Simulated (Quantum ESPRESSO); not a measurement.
GaN:

```
Ga N
1.0
     0.00000    2.25350    2.25350
     2.25350    0.00000    2.25350
     2.25350    2.25350    0.00000
Ga N
1 1
Direct
  0.00000 0.00000 0.00000
  0.25000 0.25000 0.25000
```

The cell is a database's computed one.

Base run:

```yaml
Program: Quantum ESPRESSO 7.5
Functional: BLYP
Potentials_or_basis: GBRV 1.5 PBE
Cutoff: 762 eV
Density_cutoff: 6095 eV
k_mesh: 8 × 8 × 8, shifted
Occupations: fermi-dirac, width 0.05 eV
Spin: no spin polarisation
```

Its results: pressure 11.5 GPa; electronic dielectric tensor (diagonal) 5.77.

Task: After a change of settings the same cell gave: pressure -0.7 GPa; electronic dielectric tensor (diagonal) 5.98. Which change was it?
A. functional from BLYP to PBE
B. functional from BLYP to PBEsol; potentials or basis from GBRV 1.5 PBE to GBRV 1.5 PBEsol
C. functional from BLYP to LDA; potentials or basis from GBRV 1.5 PBE to GBRV 1.5 LDA

Result: B.

Caveats: the potentials were made for another functional, which shifts forces and pressure (some runs); the cell is more than 3 GPa from zero pressure, which shifts response properties (some runs).
